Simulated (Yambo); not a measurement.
# CsH (Fm-3m) in Yambo: a series of runs

The runs below take CsH through G0W0 quasiparticle levels, Hartree-Fock levels, with LDA.

Everything below comes from runs of Yambo 5.3.0. Logs are shortened: lines on timing, memory, paths and dates and some standing lists are left out, and cuts for length are marked.

### Step 1. The crystal as given

It takes space group Fm-3m (No. 225, cubic). Conventional cell: a = 6.376 Å, b = 6.376 Å, c = 6.376 Å, α = 90.00°, β = 90.00°, γ = 90.00°. Cs (site symmetry m-3m) has 6 H at 3.19 Å as nearest neighbours. Around H (site symmetry m-3m) lie 6 Cs at 3.19 Å.

### Step 2. G0W0 quasiparticle levels, LDA

Input file g0w00.in:

```
gw0
dyson
el_el_corr
rim_cut
HF_and_locXC
ppa
em1d
RandQpts= 1000000
RandGvec= 50 RL
EXXRLvcs= 74 Ry
VXCRLvcs= 74 Ry
Chimod= "HARTREE"
% BndsRnXp
 1 | 155 |
%
NGsBlkXp= 5 Ry
% LongDrXp
 1 | 1 | 1 |
%
PPAPntXp= 27.21138 eV
% GbndRnge
 1 | 155 |
%
GTermKind= "BG"
DysSolver= "n"
ExtendOut
% QPkrange
 1 | 1 | 4 | 6 |
 4 | 4 | 4 | 6 |
%
```

Input file scf.in:

```
&CONTROL
  calculation = 'scf'
  prefix = 'pwscf'
  outdir = './tmp'
  pseudo_dir = './pseudo'
/
&SYSTEM
  ibrav = 0
  A = 4.50851284
  nat = 2
  ntyp = 2
  ecutwfc = 74
  nbnd = 10
  occupations = 'smearing'
  smearing = 'fd'
  degauss = 0.00367493
  force_symmorphic = .true.
/
&ELECTRONS
  conv_thr = 4d-10
  electron_maxstep = 120
  mixing_beta = 0.5
/
ATOMIC_SPECIES
Cs   132.9055 Cs.upf
H      1.0080 H.upf
CELL_PARAMETERS alat
   0.0000000000    0.7071067807    0.7071067807
   0.7071067807    0.0000000000    0.7071067807
   0.7071067807    0.7071067807    0.0000000000
ATOMIC_POSITIONS alat
Cs     0.0000000000    0.0000000000    0.0000000000
H      0.7071067807    0.7071067807    0.7071067807
K_POINTS automatic
8 8 8 0 0 0
```

Input file nscf.in:

```
&CONTROL
  calculation = 'nscf'
  prefix = 'pwscf'
  outdir = './tmp'
  pseudo_dir = './pseudo'
/
&SYSTEM
  ibrav = 0
  A = 4.50851284
  nat = 2
  ntyp = 2
  ecutwfc = 74
  nbnd = 155
  occupations = 'fixed'
  force_symmorphic = .true.
/
&ELECTRONS
  conv_thr = 1d-08
  diago_full_acc = .true.
  diago_thr_init = 1d-06
/
ATOMIC_SPECIES
Cs   132.9055 Cs.upf
H      1.0080 H.upf
CELL_PARAMETERS alat
   0.0000000000    0.7071067807    0.7071067807
   0.7071067807    0.0000000000    0.7071067807
   0.7071067807    0.7071067807    0.0000000000
ATOMIC_POSITIONS alat
Cs     0.0000000000    0.0000000000    0.0000000000
H      0.7071067807    0.7071067807    0.7071067807
K_POINTS automatic
6 6 6 0 0 0
```

Potentials or basis: PseudoDojo 0.4.1 SR LDA standard.

Launch:

```
OMP_NUM_THREADS=1 pw.x -in scf.in > scf.out
OMP_NUM_THREADS=1 pw.x -in nscf.in > nscf.out
cd tmp/pwscf.save; p2y; mv SAVE ../..; cd ../..
OMP_NUM_THREADS=1 yambo
OMP_NUM_THREADS=1 yambo -F g0w00.in -J g0w00 -C g0w00_out
```

Yambo's report:

```text
[... sections 02.01 to 02.04 as in the set-up run ...]

  [02.05] Energies & Occupations
  ==============================

  [X] === General ===
  [X] Electronic Temperature                        :  0.000000  0.000000 [eV K]
  [X] Bosonic    Temperature                        :  0.000000  0.000000 [eV K]
  [X] Finite Temperature mode                       : no
  [X] El. density                                   :  0.15432E+24 [cm-3]
  [X] Fermi Level                                   :  3.118751 [eV]

  [X] === Gaps and Widths ===
  [X] Conduction Band Min                           :  1.956711 [eV]
  [X] Valence Band Max                              :  0.000000 [eV]
  [X] Filled Bands                                  :   5
  [X] Empty Bands                                   :    6  155
  [X] Direct Gap                                    :  1.956711 [eV]
  [X] Direct Gap localized at k                     :   4
  [X] Indirect Gap                                  :  1.956711 [eV]
  [X] Indirect Gap between kpts                     :   4   4
  [X] Last valence band width                       :  1.861115 [eV]
  [X] 1st conduction band width                     :  3.060331 [eV]

 [03] Transferred momenta grid and indexing
 ==========================================

 IBZ Q-points                                      :  16
 BZ  Q-points                                      :  216

 K/Q-points units:
 rlu = crystal or reduced units; cc = cartesian coordinates; iku = interal k-units

 Q [ 1]         [rlu]:  0.000000  0.000000  0.000000
 Q [ 2]         [rlu]: -0.55480E-17 -0.55480E-17  0.16667
 Q [ 3]         [rlu]:  0.13231E-16  0.13231E-16  0.33333
 Q [ 4]         [rlu]:  0.57706E-16  0.57706E-16 -0.50000
 Q [ 5]         [rlu]: -0.34459E-19  0.16667      0.16667
 Q [ 6]         [rlu]: -0.49765E-17  0.16667      0.33333
 Q [ 7]         [rlu]:  0.75600E-16  0.16667      0.50000
 Q [ 8]         [rlu]:  0.21947E-17  0.16667     -0.33333
 Q [ 9]         [rlu]: -0.13231E-16  0.16667     -0.16667
 Q [10]         [rlu]: -0.68918E-19  0.33333      0.33333
 Q [11]         [rlu]:  0.73829E-18  0.33333      0.50000
 Q [12]         [rlu]:  0.24478E-16  0.33333     -0.33333
 Q [13]         [rlu]:  0.53329E-16 -0.50000     -0.50000
 Q [14]         [rlu]:  0.166667  0.333333  0.500000
 Q [15]         [rlu]:  0.166667  0.333333 -0.333333
 Q [16]         [rlu]:  0.166667 -0.500000 -0.333333

 [04] Coloumb potential Random Integration (RIM)
 ===============================================

  [04.01] RIM initialization
  ==========================

  * Diagonal components only detected *

  8 x (sBL volume)        :  0.021008 [a.u.]
  sBZ random points       :  1000000
  Points outside the sBZ  :   7987327
  RL volume               :  0.567229 [a.u.]
  Integrated volume       :  0.568129 [a.u.]

  [04.02] RIM integrals
  =====================

  Gamma point sphere radius             :  0.050051 [a.u.]
  Points outside the sphere             :   799513
  [Int_sBZ(q=0) 1/q^2]*(Vol_sBZ)^(-1/3) =:  7.764325
                                 should be <:  7.795600
  [WR./g0w00//ndb.RIM]------------------------------------------------------------
   Brillouin Zone Q/K grids (IBZ/BZ)                :   16  216   16  216
   Coulomb cutoff potential                         : none
   Coulombian RL components                         :   51
   Coulombian diagonal components                   : yes
   RIM random points                                :  1000000
   RIM  RL volume             [a.u.]                :  0.568129
   Real RL volume             [a.u.]                :  0.567229
   Eps^-1 reference component                       : 0
   Eps^-1 components                                :  0.000000  0.000000  0.000000
   RIM anysotropy factor                            :  0.000000

  Summary of Coulomb integrals for non-metallic bands |Q|[au] RIM/Bare

  Q [1] 0.100000E-4 0.995988 * Q [2] 0.150537 1.066323
  Q [5] 0.173825 1.065091 * Q [9] 0.245825 1.027388
  Q [6] 0.288256 1.020598 * Q [3] 0.301073 1.018109
  Q [10] 0.347649 1.014848 * Q [8] 0.378842 1.012112
  Q [14] 0.388684 1.011790 * Q [7] 0.425782 1.009964
  Q [4] 0.451610 1.008887 * Q [11] 0.451610 1.009191
  Q [12] 0.491650 1.007842 * Q [15] 0.514180 1.007278
  Q [13] 0.521474 1.007189 * Q [16] 0.549682 1.006556

 [05] Dipoles
 ============

  [05.01] Setup: observables and procedures
  =========================================
[... 52 lines left out ...]
  PPA Im  energy                                   :  27.21138 eV
 [X-CG] R(p) Tot o/o(of R):   30384  162000     100
 [X-CG] R(p) Tot o/o(of R):   17819  162000     100
 [X-CG] R(p) Tot o/o(of R):   27715  162000     100
 [X-CG] R(p) Tot o/o(of R):   46338  162000     100
 [X-CG] R(p) Tot o/o(of R):   43686  162000     100
 [X-CG] R(p) Tot o/o(of R):   41593  162000     100
 [X-CG] R(p) Tot o/o(of R):   38292  162000     100
 [X-CG] R(p) Tot o/o(of R):   27291  162000     100
 [X-CG] R(p) Tot o/o(of R):   43503  162000     100
 [X-CG] R(p) Tot o/o(of R):   36747  162000     100
 [X-CG] R(p) Tot o/o(of R):   17221  162000     100
 [X-CG] R(p) Tot o/o(of R):   46380  162000     100
 [X-CG] R(p) Tot o/o(of R):   45371  162000     100
 [X-CG] R(p) Tot o/o(of R):   37306  162000     100

 [07] Local Exchange-Correlation + Non-Local Fock
 ================================================

 [VXC] Plane waves :   4813
 [EXS] Plane waves :   4813

 QP @ state[ 1 ] K range:  1  1
 QP @ state[ 1 ] b range:   4   6
 QP @ state[ 2 ] K range:   4   4
 QP @ state[ 2 ] b range:   4   6

 [xc] Functional : Slater exchange(X)+Perdew & Wang(C)
 [xc] LIBXC used to calculate xc functional
  PP Number of Atomic Species                      :  2
  NLCC RL compoments                               :   37509
  PP Number of Atomic Species                      :  2
  NLCC RL compoments                               :   37509
 [WR./g0w00//ndb.HF_and_locXC]---------------------------------------------------
  Brillouin Zone Q/K grids (IBZ/BZ)                :   16  216   16  216
  RL vectors                                       :   5817 [WF]
  Fragmentation                                    : no
  Electronic Temperature                           :  0.000000 [K]
  Bosonic    Temperature                           :  0.000000 [K]
  Green`s function   wavefunctions                 : Slater exchange(X)+Perdew & Wang(C)
  Total number of QP states                        :   6
  Exchange RL vectors                              :   4813
  Exchange summation bands                         :   5
  RIM RL components                                :   51
  RIM random points                                :  1000000

 [xc] E_xc :  -3.467201 [Ha]
      E_xc :  -6.934402 [Ry]

  Local XC kind (lXC) : Slater exchange(X)+Perdew & Wang(C)
  Non-Local XC kind (nlXC) : Hartree-Fock

  Corrections @ K [1] :  [eV]
 <4|nlXC|4> = -17.57181 -0.10680E-17 <4|lXC|4> = -13.04527  0.14164E-15
 <5|nlXC|5> = -11.88841  0.45401E-17 <5|lXC|5> = -8.410519  0.37761E-15
 <6|nlXC|6> = -3.347103 -0.35722E-18 <6|lXC|6> = -8.085907 -0.18882E-15

  Corrections @ K [4] :  [eV]
 <4|nlXC|4> = -17.49350  0.34119E-17 <4|lXC|4> = -12.94897 -0.68773E-19
 <5|nlXC|5> = -13.32652 -0.65463E-17 <5|lXC|5> = -10.14294 -0.94409E-16
 <6|nlXC|6> = -2.883328 -0.18787E-18 <6|lXC|6> = -6.809312  0.47193E-16

 [08] Dyson equation: Newton solver
 ==================================

 [WARNING] Response block size in GW reduced to 89      RL (2583    mHa)

  [08.01] G0W0 (W PPA)
  ====================

  [  GW  ] Bands range     :    1  155
  [GW/PPA] G damping       :  0.100000 [eV]

  QP @ state[ 1 ] K range:  1  1
  QP @ state[ 1 ] b range:   4   6
  QP @ state[ 2 ] K range:   4   4
  QP @ state[ 2 ] b range:   4   6
[... 51 lines left out ...]
   :: Time ordering fails/rest    :  0.501385
   :: Mean rel dev of PP cond     :  0.225310
   Current Q-pt index             :  14
   :: PP condition fails/total    :  0.244919
   :: Time ordering fails/rest    :  0.501588
   :: Mean rel dev of PP cond     :  0.245023
   Current Q-pt index             :  15
   :: PP condition fails/total    :  0.234314
   :: Time ordering fails/rest    :  0.495466
   :: Mean rel dev of PP cond     :  0.234422
   Current Q-pt index             :  16
   :: PP condition fails/total    :  0.232799
   :: Time ordering fails/rest    :  0.503867
   :: Mean rel dev of PP cond     :  0.232899

  [08.02] QP properties and I/O
  =============================

  Legend (energies in eV)
  - B  : Band       - Eo  : bare energy
  - E  : QP energy  - Z   : Renormalization factor
  - So : Sc(Eo)     - S   : Sc(E)
  - dSp: Sc derivative precision

  - lXC: Local XC (Slater exchange(X)+Perdew & Wang(C))
  -nlXC: non-Local XC (Hartree-Fock)

  QP [eV] @ K [1] (iku):  0.000000  0.000000  0.000000
   B=4 Eo= -7.89 E= -9.74 E-Eo= -1.85 Re(Z)=0.81 Im(Z)= 0.290749E-2 nlXC= -17.5718 lXC= -13.0453 So=  2.23192
   B=5 Eo= -1.86 E= -3.37 E-Eo= -1.51 Re(Z)=0.79 Im(Z)=-0.517098E-2 nlXC= -11.8884 lXC= -8.41052 So=  1.57629
   B=6 Eo=  5.02 E=  6.00 E-Eo=  0.98 Re(Z)=0.83 Im(Z)= 0.700829E-2 nlXC= -3.34710 lXC= -8.08591 So= -3.56224

  QP [eV] @ K [4] (iku): -0.250000 -0.250000  0.250000
   B=4 Eo= -7.99 E= -9.84 E-Eo= -1.85 Re(Z)=0.81 Im(Z)=-0.128423E-2 nlXC= -17.4935 lXC= -12.9490 So=  2.24780
   B=5 Eo=  0.00 E= -1.45 E-Eo= -1.45 Re(Z)=0.80 Im(Z)=-0.168391E-2 nlXC= -13.3265 lXC= -10.1429 So=  1.35890
   B=6 Eo=  1.96 E=  2.65 E-Eo=  0.69 Re(Z)=0.85 Im(Z)=-0.128438E-2 nlXC= -2.88333 lXC= -6.80931 So= -3.10759

  [WR./g0w00//ndb.QP]-------------------------------------------------------------
   Lattice constants                                :  6.024447  6.024447  6.024447
   Coulomb cutoff potential                         : none
   Electronic Temperature                           :  0.000000 [K]
   Bosonic    Temperature                           :  0.000000 [K]
   Green`s function   energies                      : Slater exchange(X)+Perdew & Wang(C)
   wavefunctions                                    : Slater exchange(X)+Perdew & Wang(C)
   PPA    diel. fun.  energies                      : Slater exchange(X)+Perdew & Wang(C)
   wavefunctions                                    : Slater exchange(X)+Perdew & Wang(C)
   QP tot states                                    :   6
   GW solver                                        : Newton
   GW approximation                                 : PPA
   PPA imaginary Energy                             :  27.21138 ev
   RIM G`s                                          :   51
   RIM random pts                                   :  1000000
   dS/dw steps                                      :  2
   dS/dw step                                       :  0.100000 ev
   X G`s                                            :   89 used
   X G`s                                            :   89 disk
   X bands                                          :    1  155
   X poles                                          :  100.0000 o/o
   X e/h E range                                    : -1.000000 -1.000000 ev
   X Hxc Kernel                                     : HARTREE
   X BZ energy Double Grid                          : no
   X Optical Averaged directions                    : none
   Sc/G bands                                       :    1  155
   Sc/G damping                                     :  0.100000 ev
   Sc bands terminator                              : yes
   Sc terminator kind                               : BG
   Sc Terminator pole                               :  40.81708
   Sx RL components                                 :   4813

   QP @ state[ 1 ] K range                          :  1  1
   QP @ state[ 1 ] b range                          :   4   6
   QP @ state[ 2 ] K range                          :   4   4
   QP @ state[ 2 ] b range                          :   4   6
   GF energies kind                                 : Slater exchange(X)+Perdew & Wang(C)
   GF WF`s kind                                     : Slater exchange(X)+Perdew & Wang(C)
   Xs energies kind                                 : Slater exchange(X)+Perdew & Wang(C)
   Xs WF`s kind                                     : Slater exchange(X)+Perdew & Wang(C)
```

Run time: 14 min. Hardware: 1 thread of Arm Neoverse V1, shared host; peak memory 0.85 GiB.

What came out:

* Band gap on the k mesh, mean-field level: 1.96 eV, direct
* Quasiparticle gap: 4.10 eV
* Least direct quasiparticle gap: 4.10 eV
* Quasiparticle gap at Γ: 9.37 eV
* Band gap of the same states before the correction: 1.96 eV

Quasiparticle terms (eV):
```tsv
k point	band	Kohn-Sham level	Vxc	Σx	Σc	Z	result
(0.000, 0.000, 0.000)	4	-7.89	-13.05	-17.57	2.23	0.81	-9.74
(0.000, 0.000, 0.000)	5	-1.86	-8.41	-11.89	1.58	0.79	-3.37
(0.000, 0.000, 0.000)	6	5.02	-8.09	-3.35	-3.56	0.83	6.00
(0.000, 0.000, -0.500)	4	-7.99	-12.95	-17.49	2.25	0.81	-9.84
(0.000, 0.000, -0.500)	5	0.00	-10.14	-13.33	1.36	0.80	-1.45
(0.000, 0.000, -0.500)	6	1.96	-6.81	-2.88	-3.11	0.85	2.65
```

Caveat: this version prints the column dSc/dw multiplied by 27.2; the terminator is approximate in this version, by hundredths of an eV; spin-orbit coupling is left out, which moves the levels of the heavy elements.

[end of part 1 of 2]
